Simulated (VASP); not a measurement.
Output of a VASP run:

OSZICAR:
```
       N       E                     dE             d eps       ncg     rms          rms(c)
DAV:   1     0.477161647316E+03    0.47716E+03   -0.25179E+04   920   0.950E+02
DAV:   2    -0.290959073104E+02   -0.50626E+03   -0.49160E+03   944   0.269E+02
DAV:   3    -0.817610451597E+02   -0.52665E+02   -0.49613E+02  1152   0.924E+01
DAV:   4    -0.841850235610E+02   -0.24240E+01   -0.23900E+01  1088   0.207E+01
DAV:   5    -0.842923703104E+02   -0.10735E+00   -0.10709E+00  1230   0.444E+00    0.200E+01
DAV:   6    -0.968302323809E+02   -0.12538E+02   -0.11531E+02  1268   0.101E+02    0.334E+01
DAV:   7    -0.805969927032E+02    0.16233E+02   -0.58108E+01  1260   0.867E+01    0.111E+01
DAV:   8    -0.811866873715E+02   -0.58969E+00   -0.91977E+00  1157   0.114E+01    0.652E+00
DAV:   9    -0.807876696564E+02    0.39902E+00   -0.15759E+00  1259   0.114E+01    0.192E+00
DAV:  10    -0.807951466225E+02   -0.74770E-02   -0.68621E-02  1040   0.129E+00    0.138E+00
DAV:  11    -0.807947192440E+02    0.42738E-03   -0.12724E-02  1018   0.410E-01    0.434E-01
DAV:  12    -0.807949856912E+02   -0.26645E-03   -0.39676E-03  1287   0.501E-01    0.149E-01
DAV:  13    -0.807953687364E+02   -0.38305E-03   -0.97424E-04   962   0.160E-01    0.837E-02
DAV:  14    -0.807954212021E+02   -0.52466E-04   -0.34289E-04  1205   0.140E-01    0.371E-02
DAV:  15    -0.807954461215E+02   -0.24919E-04   -0.67719E-05   947   0.289E-02    0.291E-02
DAV:  16    -0.807954474020E+02   -0.12805E-05   -0.32917E-06   958   0.684E-03    0.166E-02
DAV:  17    -0.807954488059E+02   -0.14039E-05   -0.13218E-06   632   0.430E-03    0.462E-03
DAV:  18    -0.807954488518E+02   -0.45838E-07   -0.72145E-07   564   0.652E-03
   1 F= -.80795449E+02 E0= -.80795411E+02  d E =-.764239E-04
```

### OUTCAR
```
------------------------ aborting loop because EDIFF is reached ----------------------------------------
  FORCE on cell =-STRESS in cart. coord.  units (eV):
  Direction    XX          YY          ZZ          XY          YZ          ZX
  --------------------------------------------------------------------------------------
  Total        4.0033890      4.0033890      4.0033890      0.0000000      0.0000000      0.0000000
  in kB       17.2887449     17.2887449     17.2887449      0.0000000      0.0000000      0.0000000
  external PRESSURE =      17.2887449 kB  Pullay stress =       0.0000000 kB
  volume of cell :      371.00
      direct lattice vectors                 reciprocal lattice vectors
    -4.526595000  4.526595000  4.526595000     0.000000000  0.110458303  0.110458303
     4.526595000 -4.526595000  4.526595000     0.110458303  0.000000000  0.110458303
     4.526595000  4.526595000 -4.526595000     0.110458303  0.110458303  0.000000000
 POSITION                                       TOTAL-FORCE (eV/Angst)
 -----------------------------------------------------------------------------------
      2.26330      2.26330     -2.26330        -0.000000      0.000000     -0.000000
      2.26330      2.26330      2.26330        -0.000000      0.000000     -0.000000
      2.26330     -2.26330      2.26330        -0.000000      0.000000     -0.000000
     -2.26330      2.26330      2.26330         0.000000      0.000000     -0.000000
     -1.50419      4.52660      3.08949        -0.055268      0.000000     -0.097401
      6.03078      0.00000      1.43710         0.055268      0.000000      0.097401
      1.50419      4.52660      3.08949         0.055268      0.000000     -0.097401
      3.02241      0.00000      1.43710        -0.055268      0.000000      0.097401
      3.08949     -1.50419      4.52660        -0.097401     -0.055268     -0.000000
      1.43710      6.03078      0.00000         0.097401      0.055268     -0.000000
      3.08949      1.50419      4.52660        -0.097401      0.055268     -0.000000
      1.43710      3.02241      0.00000         0.097401     -0.055268     -0.000000
      4.52660      3.08949     -1.50419         0.000000     -0.097401     -0.055268
      0.00000      1.43710      6.03078         0.000000      0.097401      0.055268
      4.52660      3.08949      1.50419         0.000000     -0.097401      0.055268
      0.00000      1.43710      3.02241        -0.000000      0.097401     -0.055268
 -----------------------------------------------------------------------------------
    total drift:                                0.000000      0.000000     -0.000000
  FREE ENERGIE OF THE ION-ELECTRON SYSTEM (eV)
  ---------------------------------------------------
  free  energy   TOTEN  =       -80.7954488518 eV

  energy  without entropy=      -80.7953724278  energy(sigma->0) =      -80.79541064
```
(Selected blocks of OUTCAR.)

**POSCAR**
```
CoSb3
1
   -4.5265950000     4.5265950000     4.5265950000
    4.5265950000    -4.5265950000     4.5265950000
    4.5265950000     4.5265950000    -4.5265950000
Co Sb
4 12
Direct
  0.0000000000   0.0000000000   0.5000000000
  0.5000000000   0.5000000000   0.5000000000
  0.0000000000   0.5000000000   0.0000000000
  0.5000000000   0.0000000000   0.0000000000
  0.8412600000   0.1751100000   0.3338500000
  0.1587400000   0.8248900000   0.6661500000
  0.8412600000   0.5074100000   0.6661500000
  0.1587400000   0.4925900000   0.3338500000
  0.3338500000   0.8412600000   0.1751100000
  0.6661500000   0.1587400000   0.8248900000
  0.6661500000   0.8412600000   0.5074100000
  0.3338500000   0.1587400000   0.4925900000
  0.1751100000   0.3338500000   0.8412600000
  0.8248900000   0.6661500000   0.1587400000
  0.5074100000   0.6661500000   0.8412600000
  0.4925900000   0.3338500000   0.1587400000
```

Task: Write an INCAR and KPOINTS that could have produced this output.

Result: This is not unique; one that fits is the input of the run itself, PBE GGA, plane waves, VASP's PBE PAW potentials (set 64).

**INCAR**
```
! general
SYSTEM   =  CoSb3
PREC     =  Accurate
ENCUT    =  300
LREAL    =  Auto   ! projection in real space or not
LASPH    =  .TRUE.   ! aspherical one-centre terms

! electronic loop
EDIFF    =  1E-6   ! SCF stop (eV)
NELM     =  100
ALGO     =  Normal   ! blocked Davidson
LMAXMIX  =  4

! smearing
ISMEAR   =  0
SIGMA    =  0.05   ! width (eV)

! functional
GGA      =  PE

! ions
ISIF     =  2

! output
LWAVE    =  .FALSE.
LCHARG   =  .FALSE.
```

**KPOINTS**
```
Automatic mesh
0
Gamma
4 4 4
0 0 0
```

POTCAR, in this order: Co Sb (PBE.64 set). Program: vasp_std.

At this cut-off the stress carries a Pulay error, which pulls relaxed volumes low.

The structure comes from a computed database's CoSb3 entry; how it stands against other phases isn't given here. The cell was not relaxed at this level. The run is one of a series of settings (ISMEAR = 0, SIGMA = 0.05 against the base run), some of them coarse on purpose. The run is not spin-polarised, so no magnetic state was tried.
